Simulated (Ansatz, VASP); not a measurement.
# Mg in VASP and in Ansatz

```
CELL_PARAMETERS angstrom
0.00000 2.19883 2.19883
2.19883 0.00000 2.19883
2.19883 2.19883 0.00000
ATOMIC_POSITIONS crystal
Mg 0.00000 0.00000 0.00000
```

Change from the starting cell: volume scaled by 0.9405, crystal datasets.

Alike in both runs: task electric field gradients; functional PBE; k mesh 16 × 16 × 16; occupations fermi-dirac, width 0.03 eV; no spin polarisation.

|  | VASP | Ansatz |
| --- | --- | --- |
| version | VASP 6.6.1 | Ansatz 0.2.0 |
| potentials or method | VASP PAW PBE potentials, release 64 (Mg), cutoff 520 eV | all-electron PAW with datasets made for the crystal, scalar-relativistic |

|  | VASP | Ansatz | Ansatz less VASP |
| --- | --- | --- | --- |
| pressure (GPa) | 3.4 | 3.5 | +0.09 |
| Vzz of the field gradient on the site that differs most (V/Å²) | 0.0 | 0.0 | 0.00 |

Ansatz ran all-electron here, so the differences hold the error of VASP's frozen core and of both bases.
